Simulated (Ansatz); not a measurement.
# La2O3 (P321) in Ansatz: relaxation of cell and atoms with r2SCAN

Aim: the relaxation of cell and atoms of La2O3 with r2SCAN.

Program: Ansatz 0.2.0. These are calculated values, not measurements. Logs are shortened: lines on timing, memory, paths and dates and some standing lists are left out, and cuts for length are marked.

## (1) Starting point

Symmetry: P321, No. 150, trigonal system. Conventional cell: a = 6.370 Å, b = 6.370 Å, c = 3.290 Å, α = 90.00°, β = 90.00°, γ = 120.00°. Around La (site symmetry 3) lie 6 O at 2.46 to 2.47 Å. O (site symmetry 2) is surrounded by 4 La at 2.46 to 2.47 Å.

The cell comes from a database or a generator and needn't be the stable form of this composition.

## (2) Relaxation of cell and atoms, r2SCAN

Input file input.yaml:

```yaml
crystal:
  lattice:
    - [6.3702727145, 0.0, 0.0]
    - [-3.1851363572, 5.5168179998, 0.0]
    - [0.0, 0.0, 3.2898942108]
  atoms:
    - { symbol: La, position: [0.6666666667, 0.3333333333, 0.498103] }
    - { symbol: La, position: [0.3333333333, 0.6666666667, 0.501897] }
    - { symbol: O, position: [0.504607, 0.0, 0.0] }
    - { symbol: O, position: [0.0, 0.504607, 0.0] }
    - { symbol: O, position: [0.495393, 0.495393, 0.0] }
hamiltonian:
  xc: r2scan
  pseudopotentials: { kind: paw }
kpoints:
  mp_grid: { grid: [5, 5, 8] }
scf:
  occupations: { method: fermi_dirac, width: 0.05 }
output:
  forces: true
  stress: true
  eigenvalues: true
relax:
  f_tol: 0.01
  max_steps: 40
  cell: { stress_tol: 0.05 }
```

Potentials or basis: Ansatz PAW.

On the command line:

```bash
ansatz run input.yaml --threads 2 --pin off --max-ram 5632MiB --backend cpu --events-out ev --progress --plain --runs-dir out
```

What it wrote:

```text
Warning: RAYON_NUM_THREADS=2 ignored (pool sized by the plan → 2); use --threads N
Engine: ansatz 0.2.0, aarch64-unknown-linux-gnu
Pseudopotentials: kind: paw
Pseudopotential: La, paw, valence charge 11, recommended cutoff 500 eV (meta_gga), La.paw.azcp
Pseudopotential: O, paw, valence charge 6, recommended cutoff 500 eV (meta_gga), O.paw.azcp
Functional definition: r2SCAN
  parameter k0 = 0.174
  parameter k1 = 0.065
  parameter a1 = 4.9479
  exchange = r2scan_x(k0 = k0, k1 = k1, a1 = a1)
  correlation = r2scan_c
Crystal: 5 atoms, lattice volume = 115.619 Å³
Basis set: ecut = 500 eV, 2873 PW (Γ), exchange–correlation on 192×192×96 points (64 copies of the dense FFT grid, shifted against one another)
Bands: 25, of which v1, the nominal top of the filled ones, is band 20 counted from 1 (19 counted from 0)
Symmetry: 6 space group operations
Space group: P321 (ITA 150), of the structure as read, at distance tolerance 4.9e-5 Å
k-points: 31 of 200 (time reversal used)
Non-local potential: La, projectors of the file, l = 0: 3, l = 1: 2, l = 2: 2, l = 3: 3
Non-local potential: O, projectors of the file, l = 0: 2, l = 1: 2, l = 2: 1
PAW form: soft (Blöchl's): semilocal exchange-correlation on the pseudo side does not see the compensation charge
PAW frozen core: La, regenerated for the run's functional (the file was generated under x = pbe(κ = 0.804, μ = 0.2195149727645171), c = pbe(β = 0.06672455060314922))
PAW frozen core: O, regenerated for the run's functional (the file was generated under x = pbe(κ = 0.804, μ = 0.2195149727645171), c = pbe(β = 0.06672455060314922))
PAW one-centre angular grid: La, 974 points (default); XC on 160 Gauss nodes
PAW one-centre angular grid: O, 302 points (default); XC on 160 Gauss nodes
Initial density: superposition of atomic densities (neutral atoms: chi_scale 0, normalization atom), corrected by the library's trained network
Initial wavefunctions: pseudopotential atomic-orbital guess
Functional: x = r2scan, c = r2scan; τ floored in thin density (d = 2e-4 eV/Å³)
SCF iter   1: F=—  HF=-14244.262554 eV  |F-HF|=—  |Δ(HF+E_count)|=         —  Δρ=1.37e-2  dr2=3.05e-1  dr2_τ=1.97e-1  ethr=1.77e-3  ⟨swp⟩=6.9  Hψ=4014  notcnv=0
preconditioner: auto → Resta (q_TF=auto, 2.286 Å⁻¹)  ε∞=3.4  [insulator: Δε(μ)=2.171 eV  Ē_g=13.441 eV  σ=0.050 eV  W_gap=1.00  n_scr=32 (ndim 8)  ℏωp=20.7 eV  f_vac=0.256  D(μ)=0.00/eV (n_scr^D=0)  ε∞_Penn≈3.4]
SCF iter   2: F=—  HF=-14244.395663 eV  |F-HF|=—  |Δ(HF+E_count)|=   1.33e-1  Δρ=7.46e-3  dr2=2.94e-2  dr2_τ=1.40e-2  ethr=7.62e-4  ⟨swp⟩=4.3  Hψ=1813  notcnv=0  defer=27
SCF iter   3: F=—  HF=-14244.393618 eV  |F-HF|=—  |Δ(HF+E_count)|=   2.05e-3  Δρ=2.67e-3  dr2=7.58e-3  dr2_τ=4.70e-4  ethr=7.34e-5  ⟨swp⟩=2.6  Hψ=1416  notcnv=0  defer=27
SCF iter   4: F=—  HF=-14244.393921 eV  |F-HF|=—  |Δ(HF+E_count)|=   3.03e-4  Δρ=1.10e-3  dr2=9.87e-4  dr2_τ=7.66e-5  ethr=1.90e-5  ⟨swp⟩=4.1  Hψ=1551  notcnv=0  defer=27
SCF iter   5: F=—  HF=-14244.394504 eV  |F-HF|=—  |Δ(HF+E_count)|=   5.83e-4  Δρ=2.17e-4  dr2=7.40e-5  dr2_τ=1.49e-6  ethr=2.47e-6  ⟨swp⟩=3.1  Hψ=1461  notcnv=0  defer=27
SCF iter   6: F=—  HF=-14244.394722 eV  |F-HF|=—  |Δ(HF+E_count)|=   2.18e-4  Δρ=3.22e-5  dr2=3.13e-6  dr2_τ=4.41e-8  ethr=1.85e-7  ⟨swp⟩=3.0  Hψ=1489  notcnv=0  defer=27
SCF iter   7: F=—  HF=-14244.394735 eV  |F-HF|=—  |Δ(HF+E_count)|=   1.37e-5  Δρ=8.27e-6  dr2=1.56e-7  dr2_τ=3.92e-9  ethr=7.84e-9  ⟨swp⟩=2.2  Hψ=1073  notcnv=0  defer=27
SCF iter   8: F=-14244.394735 eV  HF=-14244.394735 eV  |F-HF|=8.86e-9  |Δ(HF+E_count)|=  9.37e-10  Δρ=1.24e-6  dr2=2.74e-9  dr2_τ=6.66e-11  ethr=2.50e-10  ⟨swp⟩=14.8  Hψ=4583  notcnv=0
SCF 1 converged in 8 iterations: F = -14244.394735 eV  dr2 = 2.74e-9
relax step   1: F+E_penalty+E_count = -14244.39473536 eV  Δ(F+E_penalty+E_count) = +0.000e0 eV  max|allowed force component| = 3.842e-2 eV/Å  Δτ_max = 0.0000 Å  P = -0.850 GPa  Ω = 115.619 Å³  (8 SCF iters, dr2 threshold 1.00e-7 eV, accepted)
Crystal: 5 atoms, lattice volume = 113.352 Å³
Basis set: ecut = 500 eV, 2861 PW (Γ), exchange–correlation on 192×192×96 points (64 copies of the dense FFT grid, shifted against one another)
Initial density: handed on by an earlier stage of this run
Initial wavefunctions: those handed on with the density
iter 1 solved again at ethr=1.84e-5 eV; its pass at ethr=3.10e-3 eV (dr2=7.34e-3 eV) is discarded
SCF iter   1: F=—  HF=-14244.407472 eV  |F-HF|=—  |Δ(HF+E_count)|=         —  Δρ=3.01e-3  dr2=7.61e-3  dr2_τ=1.44e-1  ethr=1.84e-5  ⟨swp⟩=2.4  Hψ=6328  notcnv=0
preconditioner: auto → Resta (q_TF=auto, 2.293 Å⁻¹)  ε∞=3.5  [insulator: Δε(μ)=1.868 eV  Ē_g=13.152 eV  σ=0.050 eV  W_gap=1.00  n_scr=32 (ndim 8)  ℏωp=20.9 eV  f_vac=0.249  D(μ)=0.00/eV (n_scr^D=0)  ε∞_Penn≈3.5]
[... 30 lines left out ...]
SCF iter   6: F=-14244.399420 eV  HF=-14244.399420 eV  |F-HF|=3.59e-8  |Δ(HF+E_count)|=   8.70e-7  Δρ=4.92e-6  dr2=1.68e-8  dr2_τ=1.04e-9  ethr=2.84e-10  ⟨swp⟩=9.8  Hψ=4452  notcnv=0
SCF 4 converged in 6 iterations: F = -14244.399420 eV  dr2 = 1.68e-8
relax step   4: F+E_penalty+E_count = -14244.39941987 eV  Δ(F+E_penalty+E_count) = -3.078e-4 eV  max|allowed force component| = 9.394e-4 eV/Å  Δτ_max = 0.0081 Å  P = -0.002 GPa  Ω = 114.662 Å³  energy of the carried Pulay correction = +2.698e-4 eV  (6 SCF iters, dr2 threshold 1.14e-7 eV, accepted)
Initial wavefunctions: pseudopotential atomic-orbital guess (no wavefunctions were taken with the density)
iter 1 solved again at ethr=8.81e-8 eV; its pass at ethr=3.10e-3 eV (dr2=3.52e-5 eV) is discarded
SCF iter   1: F=—  HF=-14244.399144 eV  |F-HF|=—  |Δ(HF+E_count)|=         —  Δρ=1.84e-5  dr2=5.19e-8  dr2_τ=1.41e-7  ethr=8.81e-8  ⟨swp⟩=4.6  Hψ=6638  notcnv=0
preconditioner: auto → Resta (q_TF=auto, 2.289 Å⁻¹)  ε∞=3.5  [insulator: Δε(μ)=1.921 eV  Ē_g=13.100 eV  σ=0.050 eV  W_gap=1.00  n_scr=32 (ndim 8)  ℏωp=20.8 eV  f_vac=0.253  D(μ)=0.00/eV (n_scr^D=0)  ε∞_Penn≈3.5]
SCF iter   2: F=—  HF=-14244.399144 eV  |F-HF|=—  |Δ(HF+E_count)|=   1.72e-8  Δρ=9.59e-6  dr2=1.81e-8  dr2_τ=1.23e-8  ethr=1.30e-10  ⟨swp⟩=2.5  Hψ=1428  notcnv=0
SCF iter   3: F=—  HF=-14244.399144 eV  |F-HF|=—  |Δ(HF+E_count)|=   4.44e-8  Δρ=3.38e-6  dr2=1.13e-8  dr2_τ=1.50e-9  ethr=4.52e-11  ⟨swp⟩=2.0  Hψ=1333  notcnv=0
SCF iter   4: F=—  HF=-14244.399144 eV  |F-HF|=—  |Δ(HF+E_count)|=  7.99e-10  Δρ=5.33e-7  dr2=8.73e-10  dr2_τ=1.33e-11  ethr=2.83e-11  ⟨swp⟩=2.0  Hψ=1054  notcnv=0
SCF iter   5: F=—  HF=-14244.399144 eV  |F-HF|=—  |Δ(HF+E_count)|=   2.43e-9  Δρ=4.26e-7  dr2=2.18e-10  dr2_τ=1.66e-11  ethr=2.18e-12  ⟨swp⟩=2.3  Hψ=1332  notcnv=0
SCF iter   6: F=-14244.399144 eV  HF=-14244.399144 eV  |F-HF|=1.46e-11  |Δ(HF+E_count)|=  3.22e-10  Δρ=1.60e-7  dr2=2.07e-11  dr2_τ=1.88e-12  ethr=1.00e-12  ⟨swp⟩=5.4  Hψ=3517  notcnv=0
SCF 5 converged in 6 iterations: F = -14244.399144 eV  dr2 = 2.07e-11
relax step   5: F+E_penalty+E_count = -14244.39914397 eV  Δ(F+E_penalty+E_count) = +2.759e-4 eV  max|allowed force component| = 9.346e-4 eV/Å  Δτ_max = 0.0000 Å  P = +0.000 GPa  Ω = 114.662 Å³  stress off target by 1.22e-3 GPa  SCF on the basis re-selected at this cell (its energy is not comparable with the rows above)  (6 SCF iters)
basis re-selected at this cell: Δ(F+E_penalty+E_count) = +2.759e-4 eV, ΔP = +0.003 GPa vs the last step (what re-selecting the basis moved, of the pressure what is left beyond the Pulay correction that the steps carried, after the strain that the cell walked since its last selection, with what the two solves' SCF thresholds leave and, on support functions, any second-order correction that the steps lacked; it is no measure of the basis error at this ecutwfc). This SCF's stress stands 1.22e-3 GPa from its target on what of the cell is left free (relax.cell.stress_tol is 5.00e-2 GPa) and its largest allowed force component is 9.35e-4 eV/Å (relax.f_tol is 1.00e-2 eV/Å): within both
SCF converged after 6 iterations
Free energy (F): -14244.399144 eV
Harris-Foulkes:  -14244.399144 eV  (|F-HF|=1.46e-11)
Internal energy: -14244.399144 eV  (E = F + TS)
E sigma→0 (E₀):  -14244.399144 eV
Fermi energy:    6.581108 eV
--- Per-component energies (eV) ---
  E_band       = -205.845722
  E_kinetic    = 914.259464
  E_local      = -2808.580661  (includes V_loc(G=0)·N_el)
  E_nonlocal   = 331.549089
  E_hartree    = 1099.617475
  E_xc         = -487.532782
  E_vxc        = -643.077596  (∫ρ·V_xc dr)
  E_paw        = -11355.602236  (= ΣΔE_a)
  E_vpaw       = -236.969538  (= ΣTr[D̂ρ^β])
  E_aug_tail   = 0.003056  (compensation charges beyond the density's cutoff)
  E_vtau       = 37.735310  (kinetic-family band-sum trace: ∫τ·v_τ [+ j·A + Jᵃ·Aᵃ] dr)
  E_ewald      = -1938.153751
  E_core_change = 0.041202  (= ΣΔE_core)
  E_smearing   = -0.000000  (= −TS)
  E_closure    = 0.000000  (closes the sum)
  Σ components = -14244.399144   (vs F -14244.399144, Δ=0.00e0)
--- Forces (eV/Å), atoms counted from 1 ---
  atom   1  La    -0.00000000    -0.00000000     0.00053017
  atom   2  La     0.00000000     0.00000000    -0.00053017
  atom   3  O     -0.00093465     0.00000000    -0.00000000
  atom   4  O      0.00046732    -0.00080943    -0.00000000
  atom   5  O      0.00046732     0.00080943     0.00000000
  max |Σ_I F_I| component: 7.59e-19 eV/Å
--- Stress (GPa, compression-positive) ---
       -0.000373      -0.000000       0.000000
       -0.000000      -0.000373       0.000000
        0.000000       0.000000       0.001219
  P = ⅓ Tr σ = 0.0002 GPa (0.002 kbar)
--- Band table (eV; the first three rows and the last of 31) ---
  k-point 0: bands = ["-25.8661", "-25.6537", "-12.7260", "-12.7260", "-11.1879", "-8.9668", "-8.9668", "-8.1861", "-7.8473", "-7.2734", "-7.2734", "2.4561", "3.4556", "3.4556", "3.6628", "3.6628", "4.5977", "4.5977", "4.8660", "5.1201", "7.5410", "9.4866", "10.1385", "10.1385", "10.9263"]
  k-point 1: bands = ["-25.8155", "-25.6113", "-12.5962", "-12.5962", "-11.5954", "-8.9035", "-8.9035", "-8.2785", "-7.9380", "-7.5184", "-7.5184", "3.0329", "3.5294", "3.5294", "3.7220", "3.7220", "4.2766", "4.2766", "4.7478", "4.9189", "7.9675", "9.7445", "10.2589", "10.2589", "10.8728"]
  k-point 2: bands = ["-25.6894", "-25.5064", "-12.4079", "-12.2295", "-12.2295", "-9.1828", "-8.7444", "-8.7444", "-8.1528", "-8.1528", "-7.4897", "3.3929", "3.3929", "3.7327", "3.7327", "3.9749", "4.0610", "4.0610", "4.2497", "5.0520", "8.9243", "10.2375", "10.4748", "10.4748", "10.6668"]
  k-point 30: bands = ["-25.4419", "-25.4111", "-12.8815", "-12.5605", "-11.4243", "-9.3700", "-9.0242", "-8.8155", "-8.6588", "-8.4335", "-8.0715", "2.7967", "3.4880", "3.6580", "3.6692", "3.7651", "3.9620", "4.0969", "4.8835", "4.8973", "10.4557", "10.5130", "10.5435", "10.5631", "10.6431"]
--- Relaxed structure (4 steps of the walk, 3 accepted, 1 SCFs on fresh bases) ---
  F+E_penalty+E_count = -14244.39914397 eV   max|allowed force component| = 9.346e-4 eV/Å   (the final SCF, on the basis selected at the relaxed cell)
  cell:  # Å, volume = 114.6617 Å³
    - [6.354627361649426, -2.8796738167966937e-11, -1.0172359817922643e-18]
    - [-3.177313680799774, 5.503268726786484, -5.829902075906791e-19]
    - [-5.253462320246706e-19, -6.509686367727357e-19, 3.278745253406785]
  atoms:
    - { symbol: La, position: [0.6666666666666667, 0.3333333333333333, 0.49993249513648264] }
    - { symbol: La, position: [0.33333333333333337, 0.6666666666666669, 0.5000675048635175] }
    - { symbol: O, position: [0.5001195445849788, 3.5645416861605767e-19, -3.4310295874331037e-19] }
    - { symbol: O, position: [5.551115123125783e-17, 0.5001195445849788, -1.0193118517620308e-19] }
    - { symbol: O, position: [0.49988045541502124, 0.4998804554150211, 4.450341439195134e-19] }
```

It took 89 s on 2 threads of Arm Neoverse V1, shared host; peak memory 0.6 GiB.

What came out:

```yaml
Free_energy: -14244.3991 eV
Relaxed_volume: 22.93 Å³/atom
Relaxed_cell: a = 6.355 Å, b = 6.355 Å, c = 3.279 Å, α = 90.00°, β = 90.00°, γ = 120.00°
Space_group_after_relaxing_to_0.05_Å: P6/mmm (No. 191)
Energy_gained_by_relaxing: 0.9 meV/atom
Ionic_steps: 4
Pressure_after_relaxing: 0.0 GPa
Band_gap_on_the_k_mesh: 1.92 eV, indirect (least direct gap 2.42 eV)
```

Step by step:
```
step  energy change (eV)  largest force (eV/Å)  volume (Å³)
   1              0.0000                0.0384       115.62
   2             -0.0044                0.0116       114.60
   3             -0.0047                0.0009       114.66
   4             -0.0044                0.0009       114.66
```

Final structure:
```xyz
5
Lattice="6.3546 0.0000 0.0000 -3.1773 5.5033 0.0000 0.0000 0.0000 3.2787" Properties=species:S:1:pos:R:3 pbc="T T T"
La    3.1773    1.8344    1.6392
La    0.0000    3.6688    1.6396
O     3.1781    0.0000    0.0000
O    -1.5890    2.7523    0.0000
O     1.5883    2.7510    0.0000
```

Caveat: the magnetic or orbital state may not be the lowest; odd divisions of the mesh miss points on the zone boundary, where band edges often lie, so the gap on the mesh can be too wide; the plane-wave basis is chosen anew once the cell has moved, so the energies of steps on either side of that aren't comparable; spin-orbit coupling is left out, which moves the levels of the heavy elements; the PAW data sets come from PBE, with cores solved anew for the run's functional, which leaves a small shift of forces and pressure. r2SCAN opens gaps a little over a GGA but as a rule still falls short of measured ones.
